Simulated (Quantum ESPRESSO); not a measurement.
# 2H-WSe2, 1 layer, stepped through biaxial strain, part 5 of 6

What law, if any, do the results for 2H-WSe2, 1 layer follow against biaxial strain?

Quantum ESPRESSO 7.5; plane-wave DFT, PBE, GBRV ultrasoft pseudopotentials.

So far. Step 6 (Band structure, -4 %): Along this path the valence top lies at K and the conduction bottom between K and Γ. Step 7 (Relaxation with pw.x, -3 %): The relaxation lowers the energy by 9 meV an atom.

## Step 9: Relaxing the ions, 3 %

m7.relax.in reads:

```
&control
  prefix = 'm7.relax'
  outdir = './out'
  pseudo_dir = './pseudo'
  nstep = 40
  forc_conv_thr = 0.0003
  calculation = 'relax'
  tstress = .true.
/
&system
  ibrav = 0
  nat = 3
  ntyp = 2
  ecutwfc = 50
  ecutrho = 250
  occupations = 'smearing'
  smearing = 'fd'
  degauss = 0.002
/
&electrons
  conv_thr = 1e-09
  mixing_beta = 0.4
  electron_maxstep = 120
  mixing_mode = 'plain'
/
&ions
/
ATOMIC_SPECIES
  Se  78.9710  se_pbe_v1.uspp.F.UPF
  W   183.8400  w_pbe_v1.2.uspp.F.UPF
CELL_PARAMETERS angstrom
  3.41770408930000 0.00000000000000 0.00000000000000
  -1.70885204465000 2.95981856368000 0.00000000000000
  0.00000000000000 0.00000000000000 18.74034793400000
ATOMIC_POSITIONS crystal
  Se  0.333333333300 0.666666666700 0.410331696300
  W   0.000000000000 0.000000000000 0.500000000000
  Se  0.333333333300 0.666666666700 0.589668303700
K_POINTS automatic
  12 12 1 0 0 0
```

Launch:

```bash
$ OMP_NUM_THREADS=1 mpirun -n 4 pw.x -nk 4 -in m7.relax.in > m7.relax.out
```

The log of the run:

```text
[banner, memory and clock lines left out]
Program PWSCF v.7.5 starts
[...]
Message from routine setup:
[...]
number of electrons       =        26.00
     number of Kohn-Sham states=           17
     kinetic-energy cutoff     =      50.0000  Ry
     charge density cutoff     =     250.0000  Ry
[...]
number of k points=    19  Fermi-Dirac smearing, width (Ry)=  0.0020
[...]
Dense  grid:    85427 G-vectors     FFT dimensions: (  36,  36, 180)
[...]
negative rho (up, down):  6.349E-02 0.000E+00
     Starting wfcs are   21 randomized atomic wfcs
[...]
negative rho (up, down):  6.515E-02 0.000E+00
[...]
estimated scf accuracy    <       0.07160236 Ry
[...]
negative rho (up, down):  6.690E-02 0.000E+00
[...]
estimated scf accuracy    <       0.01142693 Ry
[...]
negative rho (up, down):  6.732E-02 0.000E+00
[...]
estimated scf accuracy    <       0.01144231 Ry
[...]
negative rho (up, down):  6.828E-02 0.000E+00
[...]
estimated scf accuracy    <       0.00102407 Ry
[...]
negative rho (up, down):  6.837E-02 0.000E+00
[...]
estimated scf accuracy    <       0.00003634 Ry
[...]
negative rho (up, down):  6.828E-02 0.000E+00
[...]
estimated scf accuracy    <       0.00000518 Ry
[...]
negative rho (up, down):  6.826E-02 0.000E+00
[...]
estimated scf accuracy    <       0.00000017 Ry
[...]
negative rho (up, down):  6.824E-02 0.000E+00
[...]
estimated scf accuracy    <       0.00000008 Ry
[...]
negative rho (up, down):  6.824E-02 0.000E+00
[...]
estimated scf accuracy    <          4.3E-09 Ry
[...]
negative rho (up, down):  6.824E-02 0.000E+00
[...]
the Fermi energy is     0.5848 ev
!    total energy              =    -246.46320540 Ry
     estimated scf accuracy    <          3.0E-10 Ry
     smearing contrib. (-TS)   =      -0.00000000 Ry
     internal energy E=F+TS    =    -246.46320540 Ry
[...]
one-electron contribution =    -854.31316375 Ry
     hartree contribution      =     427.49512467 Ry
     xc contribution           =    -100.53695704 Ry
     ewald contribution        =     280.89179072 Ry
     convergence has been achieved in  10 iterations
     negative rho (up, down):  6.824E-02 0.000E+00
[...]
Total force =     0.031121     Total SCF correction =     0.000045
[...]
negative rho (up, down):  6.824E-02 0.000E+00
[...]
negative rho (up, down):  6.824E-02 0.000E+00
[...]
negative rho (up, down):  6.824E-02 0.000E+00
[...]
estimated scf accuracy    <       0.00005532 Ry
[...]
negative rho (up, down):  6.823E-02 0.000E+00
[...]
estimated scf accuracy    <       0.00007891 Ry
[...]
negative rho (up, down):  6.823E-02 0.000E+00
[...]
estimated scf accuracy    <       0.00000428 Ry
[...]
negative rho (up, down):  6.823E-02 0.000E+00
[...]
estimated scf accuracy    <       0.00000034 Ry
[...]
negative rho (up, down):  6.823E-02 0.000E+00
[...]
estimated scf accuracy    <       0.00000003 Ry
[...]
negative rho (up, down):  6.823E-02 0.000E+00
[...]
estimated scf accuracy    <          2.9E-09 Ry
[...]
negative rho (up, down):  6.823E-02 0.000E+00
[...]
the Fermi energy is     0.6070 ev
!    total energy              =    -246.46402130 Ry
     estimated scf accuracy    <          1.2E-10 Ry
     smearing contrib. (-TS)   =      -0.00000000 Ry
     internal energy E=F+TS    =    -246.46402130 Ry
[...]
one-electron contribution =    -856.89736353 Ry
     hartree contribution      =     428.78077347 Ry
     xc contribution           =    -100.55479890 Ry
     ewald contribution        =     282.20736766 Ry
     convergence has been achieved in   7 iterations
     negative rho (up, down):  6.823E-02 0.000E+00
[...]
Total force =     0.021253     Total SCF correction =     0.000024
[...]
negative rho (up, down):  6.823E-02 0.000E+00
[...]
negative rho (up, down):  6.822E-02 0.000E+00
[...]
negative rho (up, down):  6.822E-02 0.000E+00
[...]
estimated scf accuracy    <       0.00006486 Ry
[...]
negative rho (up, down):  6.822E-02 0.000E+00
[...]
estimated scf accuracy    <       0.00008648 Ry
[...]
negative rho (up, down):  6.821E-02 0.000E+00
[...]
estimated scf accuracy    <       0.00000506 Ry
[...]
negative rho (up, down):  6.821E-02 0.000E+00
[...]
estimated scf accuracy    <       0.00000042 Ry
[...]
negative rho (up, down):  6.821E-02 0.000E+00
[...]
estimated scf accuracy    <       0.00000004 Ry
[...]
negative rho (up, down):  6.821E-02 0.000E+00
[...]
estimated scf accuracy    <          5.4E-09 Ry
[...]
negative rho (up, down):  6.821E-02 0.000E+00
[...]
estimated scf accuracy    <          1.9E-10 Ry
[...]
negative rho (up, down):  6.821E-02 0.000E+00
[...]
estimated scf accuracy    <          8.2E-11 Ry
[...]
negative rho (up, down):  6.821E-02 0.000E+00
[...]
the Fermi energy is     0.6309 ev
!    total energy              =    -246.46455776 Ry
     estimated scf accuracy    <          2.3E-12 Ry
     smearing contrib. (-TS)   =      -0.00000000 Ry
     internal energy E=F+TS    =    -246.46455776 Ry
[...]
one-electron contribution =    -859.73930663 Ry
     hartree contribution      =     430.19388936 Ry
     xc contribution           =    -100.57465013 Ry
     ewald contribution        =     283.65550964 Ry
     convergence has been achieved in   9 iterations
     negative rho (up, down):  6.821E-02 0.000E+00
[...]
Total force =     0.010022     Total SCF correction =     0.000001
[...]
negative rho (up, down):  6.821E-02 0.000E+00
[...]
negative rho (up, down):  6.821E-02 0.000E+00
[...]
negative rho (up, down):  6.821E-02 0.000E+00
[...]
estimated scf accuracy    <       0.00005043 Ry
[...]
negative rho (up, down):  6.820E-02 0.000E+00
[...]
estimated scf accuracy    <       0.00006189 Ry
[...]
negative rho (up, down):  6.820E-02 0.000E+00
[...]
estimated scf accuracy    <       0.00000423 Ry
[...]
negative rho (up, down):  6.820E-02 0.000E+00
[...]
estimated scf accuracy    <       0.00000033 Ry
[...]
negative rho (up, down):  6.820E-02 0.000E+00
[...]
estimated scf accuracy    <       0.00000003 Ry
[...]
negative rho (up, down):  6.820E-02 0.000E+00
[...]
estimated scf accuracy    <          2.9E-09 Ry
[...]
negative rho (up, down):  6.820E-02 0.000E+00
[...]
estimated scf accuracy    <          1.3E-10 Ry
[...]
negative rho (up, down):  6.820E-02 0.000E+00
[...]
estimated scf accuracy    <          8.3E-11 Ry
[...]
negative rho (up, down):  6.820E-02 0.000E+00
[...]
the Fermi energy is     0.4969 ev
!    total energy              =    -246.46470656 Ry
     estimated scf accuracy    <          1.7E-12 Ry
     smearing contrib. (-TS)   =      -0.00000000 Ry
     internal energy E=F+TS    =    -246.46470656 Ry
[...]
one-electron contribution =    -862.27546385 Ry
     hartree contribution      =     431.45470719 Ry
     xc contribution           =    -100.59259327 Ry
     ewald contribution        =     284.94864337 Ry
     convergence has been achieved in   9 iterations
     negative rho (up, down):  6.820E-02 0.000E+00
[...]
Total force =     0.000335     Total SCF correction =     0.000002
[...]
negative rho (up, down):  6.820E-02 0.000E+00
[...]
negative rho (up, down):  6.820E-02 0.000E+00
[...]
negative rho (up, down):  6.820E-02 0.000E+00
[...]
estimated scf accuracy    <       0.00000005 Ry
[...]
negative rho (up, down):  6.820E-02 0.000E+00
[...]
estimated scf accuracy    <       0.00000007 Ry
[...]
negative rho (up, down):  6.820E-02 0.000E+00
[...]
estimated scf accuracy    <          4.4E-09 Ry
[...]
negative rho (up, down):  6.820E-02 0.000E+00
[...]
estimated scf accuracy    <          3.3E-10 Ry
[...]
negative rho (up, down):  6.820E-02 0.000E+00
[...]
estimated scf accuracy    <          3.2E-11 Ry
[...]
negative rho (up, down):  6.820E-02 0.000E+00
[...]
the Fermi energy is     0.4962 ev
!    total energy              =    -246.46470672 Ry
     estimated scf accuracy    <          2.8E-12 Ry
     smearing contrib. (-TS)   =      -0.00000000 Ry
     internal energy E=F+TS    =    -246.46470672 Ry
[...]
one-electron contribution =    -862.19345944 Ry
     hartree contribution      =     431.41394220 Ry
     xc contribution           =    -100.59200918 Ry
     ewald contribution        =     284.90681970 Ry
     convergence has been achieved in   6 iterations
     negative rho (up, down):  6.820E-02 0.000E+00
[...]
Total force =     0.000006     Total SCF correction =     0.000002
[...]
negative rho (up, down):  6.820E-02 0.000E+00
[...]
```

The job ended after 89 s (4 MPI ranks of Arm Neoverse V1, shared host; peak memory 0.92 GiB; 5.9 min of CPU time).

Step by step:

```
step  energy less that of the first step (eV)  largest force (eV/Å)
   1                                   0.0000                0.5658
   2                                  -0.0111                0.3864
   3                                  -0.0184                0.1822
   4                                  -0.0204                0.0061
   5                                  -0.0204                0.0001
```

The atoms that moved most (Å):

```
atom     dx     dy      dz  length
 Se1  0.000  0.000   0.036   0.036
 Se3  0.000  0.000  -0.036   0.036
```

The relaxed structure:

```xyz
3
Lattice="3.4177 0.0000 0.0000 -1.7089 2.9598 0.0000 0.0000 0.0000 18.7403" Properties=species:S:1:pos:R:3
Se    0.0000    1.9732    7.7253
W     0.0000    0.0000    9.3702
Se    0.0000    1.9732   11.0151
```

The relaxation lowers the energy by 7 meV an atom.

Read from the output:

| Quantity | Value |
| --- | --- |
| free energy | -3353.3232 eV |
| Fermi energy | 0.4962 eV |

## Step 10: SCF with pw.x, 3 %

m7.scf.in reads:

```
&control
  prefix = 'm7.scf'
  outdir = './out'
  pseudo_dir = './pseudo'
  calculation = 'scf'
  tprnfor = .true.
/
&system
  ibrav = 0
  nat = 3
  ntyp = 2
  ecutwfc = 40
  ecutrho = 200
  occupations = 'smearing'
  smearing = 'fd'
  degauss = 0.002
  nbnd = 17
/
&electrons
  conv_thr = 1e-09
  mixing_beta = 0.4
  electron_maxstep = 120
  mixing_mode = 'plain'
/
ATOMIC_SPECIES
  Se  78.9710  se_pbe_v1.uspp.F.UPF
  W   183.8400  w_pbe_v1.2.uspp.F.UPF
CELL_PARAMETERS angstrom
  3.41770408930000 0.00000000000000 0.00000000000000
  -1.70885204465000 2.95981856368000 0.00000000000000
  0.00000000000000 0.00000000000000 18.74034793400000
ATOMIC_POSITIONS crystal
  Se  0.333333333300 0.666666666700 0.412226868100
  W   0.000000000000 0.000000000000 0.500000000000
  Se  0.333333333300 0.666666666700 0.587773131900
K_POINTS automatic
  12 12 1 0 0 0
```

Launch:

```bash
$ OMP_NUM_THREADS=1 mpirun -n 4 pw.x -nk 4 -in m7.scf.in > m7.scf.out
```

The log of the run:

```text
[banner, memory and clock lines left out]
Program PWSCF v.7.5 starts
[...]
Message from routine setup:
[...]
number of electrons       =        26.00
     number of Kohn-Sham states=           17
     kinetic-energy cutoff     =      40.0000  Ry
     charge density cutoff     =     200.0000  Ry
[...]
number of k points=    19  Fermi-Dirac smearing, width (Ry)=  0.0020
[...]
Dense  grid:    61245 G-vectors     FFT dimensions: (  30,  30, 160)
[...]
negative rho (up, down):  6.619E-02 0.000E+00
     Starting wfcs are   21 randomized atomic wfcs
[...]
negative rho (up, down):  6.718E-02 0.000E+00
[...]
estimated scf accuracy    <       0.06962727 Ry
[...]
negative rho (up, down):  6.843E-02 0.000E+00
[...]
estimated scf accuracy    <       0.01089945 Ry
[...]
negative rho (up, down):  6.872E-02 0.000E+00
[...]
estimated scf accuracy    <       0.00810272 Ry
[...]
negative rho (up, down):  6.937E-02 0.000E+00
[...]
estimated scf accuracy    <       0.00105842 Ry
[...]
negative rho (up, down):  6.943E-02 0.000E+00
[...]
estimated scf accuracy    <       0.00003478 Ry
[...]
negative rho (up, down):  6.938E-02 0.000E+00
[...]
estimated scf accuracy    <       0.00000569 Ry
[...]
negative rho (up, down):  6.936E-02 0.000E+00
[...]
estimated scf accuracy    <       0.00000027 Ry
[...]
negative rho (up, down):  6.935E-02 0.000E+00
[...]
estimated scf accuracy    <       0.00000007 Ry
[...]
negative rho (up, down):  6.934E-02 0.000E+00
[...]
estimated scf accuracy    <          2.9E-09 Ry
[...]
negative rho (up, down):  6.934E-02 0.000E+00
[...]
the Fermi energy is     0.4959 ev
!    total energy              =    -246.45950600 Ry
     estimated scf accuracy    <          1.3E-10 Ry
     smearing contrib. (-TS)   =      -0.00000000 Ry
     internal energy E=F+TS    =    -246.45950600 Ry
[...]
one-electron contribution =    -862.17592799 Ry
     hartree contribution      =     431.40276647 Ry
     xc contribution           =    -100.59316421 Ry
     ewald contribution        =     284.90681973 Ry
     convergence has been achieved in  10 iterations
     negative rho (up, down):  6.934E-02 0.000E+00
[...]
Total force =     0.000141     Total SCF correction =     0.000026
[...]
```

The job ended after 14 s (4 MPI ranks; peak memory 0.7 GiB).

Numbers from this step:

* free energy: -3353.2524 eV
* Fermi energy: 0.4959 eV
* valence top, on the run's zero: -0.09513 eV
* conduction bottom, on the run's zero: 1.131 eV
* gap by band count: 1.226 eV

(Continued in part 6 of 6.)

[Logs are printed without paths, hosts, clocks, repeated set-up lines and the standing remarks that a program may print on its own settings, such as how far it seeks lower states.]

[Hosts, paths, dates, database ids (printed as entryN), source tags and the programs' standing remarks are cut or masked in the printed files.]

[Maps of the electrostatic potential energy from Ansatz leave out the sawtooth potential of an applied field or a dipole correction, so their vacuum need not be flat; planar profiles and work functions include it.]
